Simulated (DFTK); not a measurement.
# Rh in DFTK: the effect of functional

Crystal: Rh.

```
CELL_PARAMETERS angstrom
0.00000 1.89785 1.89785
1.89785 0.00000 1.89785
1.89785 1.89785 0.00000
ATOMIC_POSITIONS crystal
Rh 0.00000 0.00000 0.00000
```

Alike in all runs:

| Quantity | Value |
| --- | --- |
| Program | DFTK 0.8.2 |
| Task | single point |
| Potentials or basis | SG15 1.2 (PBE) |
| Cutoff | 1225 eV |
| k mesh | 12 × 12 × 12 |
| Occupations | fermi-dirac, width 0.05 eV |
| Spin | no spin polarisation |

Problem. One run gave: pressure -11.3 GPa. Which functional did it use?
A. r2SCAN
B. PBEsol
C. LDA

Solution. C.

| functional | pressure (GPa) |
| --- | --- |
| PBEsol | -4.0 |
| LDA | -11.3 |
| r2SCAN | -1.1 |

Caveats: the potentials were made for another functional, which shifts forces and pressure.

Not every run made on this cell is shown here.
